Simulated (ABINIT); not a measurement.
MnO, 2 atoms in the cell. It takes space group Cm (No. 8, monoclinic). Conventional cell: a = 5.943 Å, b = 3.434 Å, c = 3.440 Å, α = 90.00°, β = 125.23°, γ = 90.00°. Around Mn (site symmetry m) lie 4 O at 2.10 Å. O (site symmetry m) has 4 Mn at 2.10 Å as nearest neighbours. The cell comes from a database or a generator and needn't be the stable form of this composition.

```yaml
Program: ABINIT 10.8.3 (patched build)
Task: equation of state
Functional: PBE
Potentials_or_basis: JTH PAW PBE v2.0
Cutoff: 707 eV
k_mesh: 9 × 9 × 9
Occupations: fermi-dirac, width 0.05 eV
Spin: collinear spin, ferromagnetic start
Starting_moments: "[4.0, 0.0] μB"
Fine-grid_cutoff: 1306.15 eV
```

Potentials or basis: JTH PAW PBE v2.0.

Run with:

```bash
$ mpirun --bind-to none -np 4 abinit run.abi > log 2>&1
```

Hardware: 4 MPI ranks on Arm Neoverse V1, with other jobs on the host.

Task: Estimate the wall time of this run.

Result: Wall time 12 min on 4 MPI ranks on Arm Neoverse V1, with other jobs on the host, peak memory 0.92 GiB a rank. Counts: scf iterations 138, mpi ranks 4, k points 205, bands 16, plane waves 1172.
